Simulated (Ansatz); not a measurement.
P (simple hexagonal type) under strong compression

```xyz
1
Lattice="2.6266 0.0000 0.0000 -1.3133 2.2747 0.0000 0.0000 0.0000 2.4667" Properties=species:S:1:pos:R:3 pbc="T T T"
P     0.0000    0.0000    0.0000
```

The cell comes from a relaxation on PAW files under the same functional, begun from a prototype that needn't be the stable phase.

Its volume is scaled, and at each volume shape and atoms are relaxed on PAW files; all methods then take that cell.

Level of theory: DFT with PBE, scalar-relativistic, in Ansatz 0.2.0; a Γ-centred 18×18×17 k mesh, Fermi–Dirac smearing of 0.05 eV, no spin polarisation. LAPW: all electrons, basis error target 1 meV/atom; PAW: frozen-core files, cutoff 420 eV; crystal datasets: all electrons, by PAW datasets that the program makes for each cell; norm-conserving: pseudopotentials, cutoff 599 eV; PAW (core large): files with a larger core, cutoff 420 eV.

Energies are extrapolated to zero smearing and count from the unscaled cell; pressure is positive in compression; gaps take the mesh and a band path. No temperature or zero-point motion is included.

```json
{"V/V0": "1.00", "V (Å³/atom)": "14.74", "P LAPW (GPa)": "0.04", "ΔE LAPW (eV/atom)": "0.000", "P PAW − LAPW (GPa)": "-0.05", "ΔE PAW − LAPW (meV/atom)": "0.0", "space group": "P6/mmm", "shortest distance (Å)": "2.467"}
{"V/V0": "0.92", "V (Å³/atom)": "13.56", "P LAPW (GPa)": "9.78", "ΔE LAPW (eV/atom)": "0.034", "P PAW − LAPW (GPa)": "-0.06", "ΔE PAW − LAPW (meV/atom)": "-0.4", "space group": "P6/mmm", "shortest distance (Å)": "2.398"}
{"V/V0": "0.84", "V (Å³/atom)": "12.38", "P LAPW (GPa)": "23.8", "ΔE LAPW (eV/atom)": "0.155", "P PAW − LAPW (GPa)": "-0.09", "ΔE PAW − LAPW (meV/atom)": "-0.8", "space group": "P6/mmm", "shortest distance (Å)": "?"}
{"V/V0": "0.76", "V (Å³/atom)": "11.20", "P LAPW (GPa)": "42.7", "ΔE LAPW (eV/atom)": "0.397", "P PAW − LAPW (GPa)": "-0.12", "ΔE PAW − LAPW (meV/atom)": "-1.5", "space group": "P6/mmm", "shortest distance (Å)": "2.244"}
{"V/V0": "0.68", "V (Å³/atom)": "10.02", "P LAPW (GPa)": "73.4", "ΔE LAPW (eV/atom)": "0.815", "P PAW − LAPW (GPa)": "-0.17", "ΔE PAW − LAPW (meV/atom)": "-2.3", "space group": "P6/mmm", "shortest distance (Å)": "2.164"}
{"V/V0": "0.60", "V (Å³/atom)": "8.84", "P LAPW (GPa)": "126.7", "ΔE LAPW (eV/atom)": "1.528", "P PAW − LAPW (GPa)": "-0.16", "ΔE PAW − LAPW (meV/atom)": "-3.5", "space group": "P6/mmm", "shortest distance (Å)": "2.085"}
{"V/V0": "0.52", "V (Å³/atom)": "7.66", "P LAPW (GPa)": "230.1", "ΔE LAPW (eV/atom)": "2.801", "P PAW − LAPW (GPa)": "-0.04", "ΔE PAW − LAPW (meV/atom)": "-4.3", "space group": "P6/mmm", "shortest distance (Å)": "2.001"}
{"V/V0": "0.45", "V (Å³/atom)": "6.63", "P LAPW (GPa)": "393.9", "ΔE LAPW (eV/atom)": "4.760", "P PAW − LAPW (GPa)": "0.36", "ΔE PAW − LAPW (meV/atom)": "-3.6", "space group": "P6/mmm", "shortest distance (Å)": "1.923"}
```

**Question.** Fill in "shortest distance (Å)" for the row "0.84".

**Answer.** 2.323.

**Question.** From the table, what is the rise of the enthalpy H = E + pV up to the last row, and how stiff is the crystal between the last two rows?

**Answer.** ΔH = 4.760 eV + (393.9 GPa × 6.63 Å³ − 0.04 GPa × 14.74 Å³) × 0.006242 eV/(GPa·Å³) = 21.06 eV/atom, of which pV makes 77 %. The mean bulk modulus there is −ΔP/Δln V = 1130 GPa.

**Question.** At the smallest volume, how far do crystal datasets and norm-conserving and PAW (core large) lie from LAPW in pressure?

**Answer.** crystal datasets: 0.00 GPa; norm-conserving: -2.89 GPa; PAW (core large): +0.36 GPa, on a LAPW pressure of 393.9 GPa.
